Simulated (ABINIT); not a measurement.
# Sn (Fd-3m) in ABINIT: settings compared

One crystal, Sn, is run at these levels: HCTH407, rPW86PBE, LDA, PBE+D3; tasks: band structure, equation of state.

Program: ABINIT 10.8.3 (patched build). These are calculated values, not measurements. Logs are shortened: lines on timing, memory, paths and dates and some standing lists are left out, and cuts for length are marked. The log counts tension as positive stress, the text compression.

## Step 1: Starting point

It takes space group Fd-3m (No. 227, cubic). The conventional cell has a = 6.467 Å, b = 6.467 Å, c = 6.467 Å, α = 90.00°, β = 90.00°, γ = 90.00°. Around Sn (site symmetry -43m) lie 4 Sn at 2.80 Å.

This isn't the form of Sn at room conditions, which is tetragonal (white tin).

## Step 2: Band structure, HCTH407

The input, run.abi:

```
ndtset 2

pp_dirpath "./"
pseudos "Sn.GGA_PBE-JTH.xml"

acell 8.64103205 8.64103205 8.64103205
rprim
     0.0000000000     0.7071067812     0.7071067812
     0.7071067812     0.0000000000     0.7071067812
     0.7071067812     0.7071067812     0.0000000000
ntypat 1
znucl 50
natom 2
typat 1 1
xred
     0.7500000000     0.7500000000     0.7500000000
     0.5000000000     0.5000000000     0.5000000000

ecut 15.0
pawecutdg 30.0

ixc 27

occopt 3
tsmear 0.05 eV

nstep 100

iomode 3
prtwf 0
prteig 0
prtebands 0
enunit 1
prtden1 1

kptopt1 1
ngkpt1 7 7 7
nshiftk1 1
shiftk1 0.0 0.0 0.0
nband1 18
tolvrs1 1.0e-9

iscf2 -2
getden2 1
nband2 22
nbdbuf2 2
tolwfr2 1.0e-12
kptopt2 -9
ndivsm2 8
prteig2 1
prtvol2 -3
kptbounds2
     0.0000000000     0.0000000000     0.0000000000
     0.5000000000     0.0000000000     0.5000000000
     0.5000000000     0.2500000000     0.7500000000
     0.3750000000     0.3750000000     0.7500000000
     0.0000000000     0.0000000000     0.0000000000
     0.5000000000     0.5000000000     0.5000000000
     0.6250000000     0.2500000000     0.6250000000
     0.5000000000     0.2500000000     0.7500000000
     0.5000000000     0.5000000000     0.5000000000
     0.3750000000     0.3750000000     0.7500000000
```

Potentials or basis: JTH PAW PBE v2.0.

Command:

```sh
$ abinit run.abi > log 2>&1
```

run.abo:

```text
.Version 10.8.3 of ABINIT
 DATASET    1 : space group Fd -3 m (#227); Bravais cF (face-center cubic)
================================================================================
 Values of the parameters that define the memory need for DATASET  1.
     intxc =       0    ionmov =       0      iscf =       7    lmnmax =      18
     lnmax =       6     mgfft =      32  mpssoang =       3    mqgrid =    3001
     natom =       2  nloc_mem =       2    nspden =       1   nspinor =       1
    nsppol =       1      nsym =      48    n1xccc =       1    ntypat =       1
    occopt =       3   xclevel =       2
       mpw =        1283          nfft =       32768          nkpt =          20
 PAW method is used; the additional fine FFT grid is defined by:
   mgfftf=        45    nfftf =     91125
================================================================================
================================================================================

 DATASET    2 : space group Fd -3 m (#227); Bravais cF (face-center cubic)
================================================================================
 Values of the parameters that define the memory need for DATASET  2.
     intxc =       0    ionmov =       0      iscf =      -2    lmnmax =      18
     lnmax =       6     mgfft =      32  mpssoang =       3    mqgrid =    3001
     natom =       2  nloc_mem =       2    nspden =       1   nspinor =       1
    nsppol =       1      nsym =      48    n1xccc =       1    ntypat =       1
    occopt =       3   xclevel =       2
       mpw =        1303          nfft =       32768          nkpt =         139
 PAW method is used; the additional fine FFT grid is defined by:
   mgfftf=        45    nfftf =     91125
================================================================================
================================================================================

--------------------------------------------------------------------------------
------------- Echo of variables that govern the present computation ------------
--------------------------------------------------------------------------------
 -outvars: echo values of preprocessed input variables --------
            acell      8.6410320500E+00  8.6410320500E+00  8.6410320500E+00 Bohr
              amu      1.18710000E+02
             ecut      1.50000000E+01 Hartree
           enunit           1
           getden1          0
           getden2          1
             iscf1          7
             iscf2         -2
              ixc          27
           jdtset        1    2
           kptopt1          1
           kptopt2         -9
         kptrlatt        7    0    0      0    7    0      0    0    7
          kptrlen1     6.04872244E+01
          kptrlen2     3.00000000E+01
            natom           2
            nband1         18
            nband2         22
           nbdbuf1          0
           nbdbuf2          2
           ndtset           2
           ndivsm1          0
           ndivsm2          8
            ngfft          32      32      32
          ngfftdg          45      45      45
             nkpt1         20
             nkpt2        139
            nstep         100
             nsym          48
           ntypat           1
           occopt           3
        pawecutdg      3.00000000E+01 Hartree
         pawxcdev           0
        prtebands           0
           prteig1          0
           prteig2          1
           prtvol1          0
           prtvol2         -3
            prtwf           0
            rprim      0.0000000000E+00  7.0710678120E-01  7.0710678120E-01
                       7.0710678120E-01  0.0000000000E+00  7.0710678120E-01
                       7.0710678120E-01  7.0710678120E-01  0.0000000000E+00
           shiftk1     0.00000000E+00  0.00000000E+00  0.00000000E+00
           shiftk2     5.00000000E-01  5.00000000E-01  5.00000000E-01
          spgroup         227
           tolvrs1     1.00000000E-09
           tolvrs2     0.00000000E+00
           tolwfr1     0.00000000E+00
           tolwfr2     1.00000000E-12
           tsmear      1.83746611E-03 Hartree
            typat      1  1
           useylm           1
           xangst      4.8500141968E+00  4.8500141968E+00  4.8500141968E+00
                       3.2333427979E+00  3.2333427979E+00  3.2333427979E+00
            xcart      9.1651985387E+00  9.1651985387E+00  9.1651985387E+00
                       6.1101323591E+00  6.1101323591E+00  6.1101323591E+00
             xred      7.5000000000E-01  7.5000000000E-01  7.5000000000E-01
                       5.0000000000E-01  5.0000000000E-01  5.0000000000E-01
[... 213 lines left out ...]

 Exchange-correlation functional for the present dataset will be:
  GGA: HCTH407 functional - ixc=27
  A.D. Boese, and N.C. Handy, JCP 114, 5497 (2001)

 Real(R)+Recip(G) space primitive vectors, cartesian coordinates (Bohr,Bohr^-1):
 R(1)=  0.0000000  6.1101324  6.1101324  G(1)= -0.0818313  0.0818313  0.0818313
 R(2)=  6.1101324  0.0000000  6.1101324  G(2)=  0.0818313 -0.0818313  0.0818313
 R(3)=  6.1101324  6.1101324  0.0000000  G(3)=  0.0818313  0.0818313 -0.0818313
 Unit cell volume ucvol=  4.5622791E+02 bohr^3
 Angles (23,13,12)=  6.00000000E+01  6.00000000E+01  6.00000000E+01 degrees

 Coarse grid specifications (used for wave-functions):

 getcut: wavevector=  0.0000  0.0000  0.0000  ngfft=  32  32  32
         ecut(hartree)=     15.000   => boxcut(ratio)=   2.12409

 Fine grid specifications (used for densities):

 getcut: wavevector=  0.0000  0.0000  0.0000  ngfft=  45  45  45
         ecut(hartree)=     30.000   => boxcut(ratio)=   2.06520
--------------------------------------------------------------------------------

================================================================================
 Non-SCF case, kpt    1 (  0.00000  0.00000  0.00000), residuals and eigenvalues=
  1.62E-13  1.47E-13  5.36E-13  4.24E-13  1.40E-13  8.52E-13  8.62E-13  2.22E-13
  3.38E-13  4.40E-13  8.76E-13  7.27E-13  2.73E-13  3.02E-13  2.13E-13  9.07E-13
  4.07E-13  5.96E-13  6.21E-13  9.67E-13  2.94E-10  9.79E-13
 -6.6353E-01 -6.6353E-01 -6.6353E-01 -6.6176E-01 -6.6176E-01 -6.5072E-01
 -6.5072E-01 -6.5068E-01 -6.5068E-01 -6.5068E-01 -2.2728E-01  1.4087E-01
  1.6553E-01  1.6553E-01  1.6553E-01  2.4513E-01  2.4513E-01  2.4513E-01
  3.7531E-01  4.5938E-01  4.5938E-01  4.8710E-01
 Non-SCF case, kpt    2 (  0.02174  0.00000  0.02174), residuals and eigenvalues=
  1.95E-13  7.57E-13  6.58E-13  8.05E-14  7.08E-13  5.05E-13  1.47E-13  7.09E-13
  1.26E-13  9.58E-13  5.70E-13  7.07E-13  3.75E-13  2.90E-13  3.67E-13  3.18E-13
[... 1087 lines left out ...]
  6.09E-13  6.51E-13  9.01E-13  3.32E-13  5.25E-13  6.25E-13  7.37E-13  6.09E-13
  5.46E-13  8.40E-13  1.22E-13  6.59E-13  4.55E-07  4.21E-06
 -6.6614E-01 -6.6537E-01 -6.6067E-01 -6.5741E-01 -6.5691E-01 -6.5625E-01
 -6.5565E-01 -6.5318E-01 -6.4806E-01 -6.4730E-01 -1.3244E-01 -9.2653E-02
  4.2073E-02  8.8502E-02  2.1466E-01  3.0385E-01  3.7415E-01  3.7977E-01
  4.2117E-01  4.6336E-01  5.7506E-01  5.9387E-01
 Non-SCF case, kpt  139 (  0.37500  0.37500  0.75000), residuals and eigenvalues=
  2.21E-13  8.36E-13  8.18E-13  2.48E-13  7.35E-13  8.49E-13  2.11E-13  4.96E-13
  7.73E-13  2.24E-13  7.39E-13  2.87E-13  8.52E-13  1.02E-13  5.33E-13  8.77E-13
  4.87E-13  7.66E-13  1.15E-13  8.25E-13  3.44E-07  2.08E-05
 -6.6612E-01 -6.6538E-01 -6.6065E-01 -6.5776E-01 -6.5675E-01 -6.5592E-01
 -6.5579E-01 -6.5320E-01 -6.4804E-01 -6.4732E-01 -1.2922E-01 -9.6120E-02
  4.3027E-02  8.6529E-02  2.1338E-01  2.9413E-01  3.8165E-01  3.8664E-01
  4.2503E-01  4.6774E-01  5.7774E-01  6.0024E-01

--- !ResultsGS
iteration_state: {dtset: 2, }
comment   : Summary of ground state results
lattice_vectors:
- [  0.0000000,   6.1101324,   6.1101324, ]
- [  6.1101324,   0.0000000,   6.1101324, ]
- [  6.1101324,   6.1101324,   0.0000000, ]
lattice_lengths: [   8.64103,    8.64103,    8.64103, ]
lattice_angles: [ 60.000,  60.000,  60.000, ] # degrees, (23, 13, 12)
lattice_volume:   4.5622791E+02
convergence: {deltae:  0.000E+00, res2:  0.000E+00, residm:  9.995E-13, diffor:  0.000E+00, }
etotal    :  -1.40661513E+02
entropy   :   0.00000000E+00
fermie    :   1.65339003E-01
cartesian_stress_tensor: null
pressure_GPa: null
xred      :
- [  7.5000E-01,   7.5000E-01,   7.5000E-01, Sn]
- [  5.0000E-01,   5.0000E-01,   5.0000E-01, Sn]
cartesian_forces: null
force_length_stats: {min: null, max: null, mean: null, }
...

 Integrated electronic density in atomic spheres:
 ------------------------------------------------
 Atom  Sphere_radius  Integrated_density
    1        2.51086         12.04323332
    2        2.51086         12.08572912

================================================================================

 ----iterations are completed or convergence reached----

 Mean square residual over all n,k,spin=   52.093E-14; max=  99.945E-14
 reduced coordinates (array xred) for    2 atoms
       0.750000000000      0.750000000000      0.750000000000
       0.500000000000      0.500000000000      0.500000000000

 cartesian coordinates (angstrom) at end:
    1      4.85001419678185     4.85001419678185     4.85001419678185
    2      3.23334279785457     3.23334279785457     3.23334279785457
 length scales=  8.641032050000  8.641032050000  8.641032050000 bohr
              =  4.572637236440  4.572637236440  4.572637236440 angstroms
 Eigenvalues (   eV  ) for nkpt= 139  k points:
 kpt#   1, nband= 22, wtk=  1.00000, kpt=  0.0000  0.0000  0.0000 (reduced coord)
 -18.05569  -18.05569  -18.05569  -18.00746  -18.00746  -17.70712  -17.70712  -17.70593
 -17.70593  -17.70593   -6.18455    3.83314    4.50432    4.50432    4.50432    6.67037
   6.67037    6.67037   10.21271   12.50034   12.50034   13.25479
 kpt#   2, nband= 22, wtk=  1.00000, kpt=  0.0217  0.0000  0.0217 (reduced coord)
 -18.05624  -18.05597  -18.05597  -18.00710  -18.00623  -17.71418  -17.70746  -17.70556
 -17.70556  -17.69969   -6.17845    3.68839    4.47349    4.47349    4.64650    6.65437
   6.70900    6.70900   10.24313   12.35364   12.50563   13.26687
 kpt#   3, nband= 22, wtk=  1.00000, kpt=  0.0435  0.0000  0.0435 (reduced coord)
 -18.05770  -18.05686  -18.05686  -18.00604  -18.00276  -17.72264  -17.70849  -17.70449
 -17.70449  -17.69377   -6.16015    3.40318    4.38717    4.38717    4.92346    6.60813
   6.81865    6.81865   10.33256   12.05960   12.52150   13.30295
 kpt#   4, nband= 22, wtk=  1.00000, kpt=  0.0652  0.0000  0.0652 (reduced coord)
 -18.05966  -18.05819  -18.05819  -18.00427  -17.99748  -17.73179  -17.71020  -17.70269
 -17.70269  -17.68871   -6.12967    3.08299    4.25957    4.25957    5.22808    6.53641
   6.98505    6.98505   10.47611   11.73504   12.54798   13.36318
 kpt#   5, nband= 22, wtk=  1.00000, kpt=  0.0870  0.0000  0.0870 (reduced coord)
[... 525 lines left out ...]
 -17.63628  -17.61528   -3.84107   -2.27943    1.19240    2.54418    5.92411    8.70003
   9.68056    9.85014   11.53892   12.54179   14.86280   15.99602
 kpt# 137, nband= 22, wtk=  1.00000, kpt=  0.3929  0.3929  0.7143 (reduced coord)
 -18.12661  -18.10524  -17.97951  -17.88225  -17.87963  -17.86582  -17.83485  -17.77244
 -17.63522  -17.61427   -3.71881   -2.40125    1.15080    2.47179    5.88159    8.51828
   9.91126   10.10587   11.46786   12.55051   15.30809   16.07325
 kpt# 138, nband= 22, wtk=  1.00000, kpt=  0.3839  0.3839  0.7321 (reduced coord)
 -18.12666  -18.10569  -17.97783  -17.88897  -17.87539  -17.85749  -17.84115  -17.77392
 -17.63450  -17.61399   -3.60385   -2.52122    1.14488    2.40825    5.84117    8.26813
  10.18121   10.33406   11.46051   12.60879   15.64819   16.15993
 kpt# 139, nband= 22, wtk=  1.00000, kpt=  0.3750  0.3750  0.7500 (reduced coord)
 -18.12608  -18.10579  -17.97719  -17.89860  -17.87105  -17.84862  -17.84489  -17.77449
 -17.63418  -17.61439   -3.51630   -2.61557    1.17082    2.35458    5.80629    8.00382
  10.38514   10.52099   11.56559   12.72789   15.72110   16.33325

== END DATASET(S) ==============================================================
================================================================================

 -outvars: echo values of variables after computation  --------
            acell      8.6410320500E+00  8.6410320500E+00  8.6410320500E+00 Bohr
           etotal1    -1.4066151266E+02
            fcart1    -5.2882230333E-28 -1.7627410111E-28  1.7627410111E-28
                       5.2882230333E-28  1.7627410111E-28 -1.7627410111E-28
            rprim      0.0000000000E+00  7.0710678120E-01  7.0710678120E-01
                       7.0710678120E-01  0.0000000000E+00  7.0710678120E-01
                       7.0710678120E-01  7.0710678120E-01  0.0000000000E+00
           strten1    -1.6605639167E-04 -1.6605639167E-04 -1.6605639167E-04
                       0.0000000000E+00  0.0000000000E+00  0.0000000000E+00
           xangst      4.8500141968E+00  4.8500141968E+00  4.8500141968E+00
                       3.2333427979E+00  3.2333427979E+00  3.2333427979E+00
             xred      7.5000000000E-01  7.5000000000E-01  7.5000000000E-01
                       5.0000000000E-01  5.0000000000E-01  5.0000000000E-01
 Calculation completed.
```

Wall time 96 s (1 thread of Arm Neoverse V1, shared host); peak memory 0.16 GiB.

What came out:

```
Free energy                                           : -3827.5948 eV
Band gap on the k mesh                                : none (metal or under the smearing width)
Valence electrons inside the program's atomic spheres : Sn 12.04, 12.09 (radii [1.3287] Å)
```

Levels at the corners of the path, in eV from the Fermi level:
| point | band 12 | band 13 | band 14 | band 15 | band 16 | band 17 |
| --- | --- | --- | --- | --- | --- | --- |
| Γ | -0.67 | 0.01 | 0.01 | 0.01 | 2.17 | 2.17 |
| X | -7.60 | -2.50 | -2.50 | 1.06 | 1.06 | 7.73 |
| W | -7.55 | -3.01 | -3.01 | 3.48 | 3.48 | 4.29 |
| K | -7.11 | -3.33 | -2.14 | 1.31 | 3.50 | 5.89 |
| Γ | -0.67 | 0.01 | 0.01 | 0.01 | 2.17 | 2.17 |
| L | -6.33 | -1.19 | -1.19 | 0.10 | 3.31 | 3.31 |
| U | -7.11 | -3.33 | -2.14 | 1.31 | 3.50 | 5.89 |
| W | -7.55 | -3.01 | -3.01 | 3.48 | 3.48 | 4.29 |
| L | -6.33 | -1.19 | -1.19 | 0.10 | 3.31 | 3.31 |
| K | -7.11 | -3.33 | -2.14 | 1.31 | 3.50 | 5.89 |

Caveat: the cutoff is too short for stress, so the log's stress isn't used; the PAW data sets were made with another functional, which shifts forces and pressure a little; spin-orbit coupling is left out, which moves the levels of the heavy elements.

## Step 3: Band structure, rPW86PBE

The input, run.abi:

```
# Datasets: ground state, then fixed potential
ndtset 2

# Pseudopotentials
pp_dirpath "./"
pseudos "Sn.GGA_PBE-JTH_sp.xml"

# Structure
acell 3*1.0 Angstrom
rprim
     0.0000000000     3.2333428000     3.2333428000
     3.2333428000     0.0000000000     3.2333428000
     3.2333428000     3.2333428000     0.0000000000
ntypat 1
znucl 50
natom 2
typat 1 1
xred
     0.7500000000     0.7500000000     0.7500000000
     0.5000000000     0.5000000000     0.5000000000

# Plane-wave basis
ecut 15.0
pawecutdg 30.0

# Exchange and correlation
ixc -144130

# Bands and occupations
occopt 3
tsmear 0.05 eV

# SCF cycle
nstep 100

# Output
iomode 3
prtwf 0
prteig 0
prtebands 0
enunit 2
prtden1 1
prtvha1 1
prtvclmb1 1
prtpot1 1

# Dataset 1
kptopt1 1
ngkpt1 7 7 7
nshiftk1 1
shiftk1 0.0 0.0 0.0
nband1 8
tolvrs1 1.0e-9

# Dataset 2: bands along G-X-W-K-G-L-U-W-L-K
iscf2 -2
getden2 1
nband2 12
nbdbuf2 2
tolwfr2 1.0e-12
kptopt2 -9
ndivsm2 5
prteig2 1
kptbounds2
     0.0000000000     0.0000000000     0.0000000000
     0.5000000000     0.0000000000     0.5000000000
     0.5000000000     0.2500000000     0.7500000000
     0.3750000000     0.3750000000     0.7500000000
     0.0000000000     0.0000000000     0.0000000000
     0.5000000000     0.5000000000     0.5000000000
     0.6250000000     0.2500000000     0.6250000000
     0.5000000000     0.2500000000     0.7500000000
     0.5000000000     0.5000000000     0.5000000000
     0.3750000000     0.3750000000     0.7500000000
```

Potentials or basis: JTH PAW PBE v2.0 sp.

Command:

```sh
$ abinit run.abi > log 2>&1
```

Wall time 29 s (1 thread of Arm Neoverse V1, shared host); peak memory 0.12 GiB.

It converged, with:

- Free energy: -196.8105 eV
- Band gap on the k mesh: none (metal or under the smearing width)

Levels at the corners of the path, in eV from the Fermi level:
| point | band 2 | band 3 | band 4 | band 5 | band 6 | band 7 |
| --- | --- | --- | --- | --- | --- | --- |
| Γ | -0.57 | 0.12 | 0.12 | 0.12 | 2.21 | 2.21 |
| X | -7.55 | -2.45 | -2.45 | 0.83 | 0.83 | 7.85 |
| W | -7.49 | -3.05 | -3.05 | 3.51 | 3.51 | 4.11 |
| K | -7.06 | -3.38 | -2.09 | 1.12 | 3.44 | 5.88 |
| Γ | -0.57 | 0.12 | 0.12 | 0.12 | 2.21 | 2.21 |
| L | -6.32 | -1.09 | -1.09 | 0.03 | 3.29 | 3.29 |
| U | -7.06 | -3.38 | -2.09 | 1.12 | 3.44 | 5.88 |
| W | -7.49 | -3.05 | -3.05 | 3.51 | 3.51 | 4.11 |
| L | -6.32 | -1.09 | -1.09 | 0.03 | 3.29 | 3.29 |
| K | -7.06 | -3.38 | -2.09 | 1.12 | 3.44 | 5.88 |

Caveat: the cutoff is too short for stress, so the log's stress isn't used; the PAW data sets were made with another functional, which shifts forces and pressure a little; spin-orbit coupling is left out, which moves the levels of the heavy elements; this set keeps more shells in the core, which shifts pressures and gaps; the atomic spheres overlap.

## Step 4: Equation of state, LDA

The input, run.abi:

```
# Datasets: one volume each
ndtset 7
getwfk -1
scalecart1 3*0.9795861087
scalecart2 3*0.9864848297
scalecart3 3*0.9932883884
scalecart4 3*1.0000000000
scalecart5 3*1.0066227096
scalecart6 3*1.0131594038
scalecart7 3*1.0196128224

# Pseudopotentials
pp_dirpath "./"
pseudos "Sn.LDA_PW-JTH.xml"

# Structure
acell 3*1.0
rprim
     0.0000000000     6.1101323590     6.1101323590
     6.1101323590     0.0000000000     6.1101323590
     6.1101323590     6.1101323590     0.0000000000
ntypat 1
znucl 50
natom 2
typat 1 1
xred
     0.7500000000     0.7500000000     0.7500000000
     0.5000000000     0.5000000000     0.5000000000

# Plane-wave basis
ecut 408.170794 eV
pawecutdg 30.0

# k points
kptopt 1
ngkpt 7 7 7
nshiftk 1
shiftk 0.0 0.0 0.0

# Exchange and correlation
ixc 7

# Bands and occupations
nband 18
occopt 3
tsmear 0.00183747

# SCF cycle
nstep 100
tolvrs 1.0e-9

# Output
iomode 3
prtwf 1
prtden 0
prteig 0
prtebands 0
enunit 2
```

Potentials or basis: JTH PAW LDA v2.0.

Command:

```sh
$ abinit run.abi > log 2>&1
```

Wall time 86 s (1 thread of Arm Neoverse V1, shared host); peak memory 0.12 GiB.

It converged, with:

| Quantity | Value |
| --- | --- |
| Equilibrium volume | 33.99 Å³/atom |
| Bulk modulus | 44 GPa |
| Pressure derivative of the bulk modulus | 4.8 (rough: it moves with the points fitted) |

Energy against volume, from the lowest point:
```tsv
volume (Å³/atom)	energy (meV/atom)
31.775	22.27
32.451	10.24
33.127	3.00
33.803	0.00
34.479	0.83
35.155	4.94
35.831	12.18
```

Caveat: the cutoff is too short for stress, so the log's stress isn't used; pressures at fixed basis lie under the slope of the energies.

(Continued in part 2 of 2.)
